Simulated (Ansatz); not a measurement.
**Sb under changes of volume**

One of the cells (31.554 Å³/atom); the others are scaled copies at fixed shape and fractional positions:

```
Sb
1.0
     3.16000    0.00000    0.00000
     0.00000    3.16000    0.00000
     0.00000    0.00000    3.16000
Sb
1
Cartesian
  0.0000 0.0000 0.0000
```

This isn't the form of Sb at room conditions, which is rhombohedral.

* Program: Ansatz 0.2.0
* Functional: PBE
* Potentials or basis: all-electron LAPW, scalar-relativistic
* Cutoff: 200 eV (chosen from the basis error)
* Basis error allowed: 0.0005 eV/atom
* k mesh: 8 × 8 × 8
* Occupations: fermi-dirac, width 0.05 eV
* Spin: no spin polarisation

| volume (Å³/atom) | energy over the lowest point (meV/atom) | pressure (GPa) |
| --- | --- | --- |
| 29.661 | ? | ? |
| 30.292 | 0.00 | -0.2 |
| 30.923 | 2.84 | -1.3 |
| 31.554 | 9.80 | -2.2 |
| 32.186 | 20.42 | -3.1 |
| 32.817 | 34.28 | -3.9 |
| 33.448 | 51.01 | -4.6 |

Question: What does the run at 29.661 Å³/atom give?

Answer: Energy over the lowest point 1.82 meV/atom; pressure 1.1 GPa.

Worked out: A Birch-Murnaghan fit of order 3 (a polynomial in V^(-2/3)) to the other rows has its minimum at 30.21 Å³/atom, just outside them, with B0 = V·E''(V) = 57 GPa and B' = 4.7. It gives 1.79 meV/atom at 29.661 Å³/atom, against the run's 1.82, and -dE/dV = 1.1 GPa, against 1.1.

Energies are extrapolated to zero smearing.
